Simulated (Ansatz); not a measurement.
ZnTe (zinc blende)

```cif
data_Te4Zn4
_chemical_formula_sum 'Te4 Zn4'
_space_group_name_H-M_alt 'F-43m'
_space_group_IT_number 216
_space_group_name_Hall 'F -4 2 3'
_cell_length_a 6.06589
_cell_length_b 6.06589
_cell_length_c 6.06589
_cell_angle_alpha 90.000
_cell_angle_beta 90.000
_cell_angle_gamma 90.000
loop_
_atom_site_label
_atom_site_type_symbol
_atom_site_symmetry_multiplicity
_atom_site_Wyckoff_symbol
_atom_site_fract_x
_atom_site_fract_y
_atom_site_fract_z
_atom_site_occupancy
Te1 Te 4 d 0.75000 0.75000 0.75000 1
Zn1 Zn 4 a 0.00000 0.00000 0.00000 1
```
(The calculation used a cell of 2 atoms; values per cell refer to that cell.)

The volume is varied about the relaxed value V₀ at fixed cell shape. Symmetry pins the atoms to their sites.

Method: PBEsol (plane waves to 420 eV, PAW, scalar-relativistic; Ansatz, an electronic-structure program). k mesh 10×10×10 (Γ-centred), Fermi-Dirac smearing 0.05 eV. The energy includes the smearing's −TS. Stress and pressure are positive under compression. Spin-orbit coupling is left out, though Te is heavy. ZnTe was relaxed with its symmetry unable to fall. The zero of ΔE is the relaxed starting cell.

```csv
V/V₀,P (GPa),ΔE (eV/atom)
0.840,___,___
0.867,10.0,0.1019
0.893,7.4,0.0616
0.920,5.1,0.0328
0.947,3.1,0.0138
0.973,1.4,0.0033
1.000,0.0,0.0000
1.027,-1.2,0.0030
1.053,-2.3,0.0113
1.080,-3.2,0.0243
1.107,-4.0,0.0412
1.133,-4.7,0.0615
1.160,-5.3,0.0847
```

**Question.** Some entries are withheld; supply them.

**Answer.** 
- 0.840, P (GPa): 13.2
- 0.840, ΔE (eV/atom): 0.1557

(Under strain, the slope of the energy per volume gives the stress and its curvature an elastic modulus.)
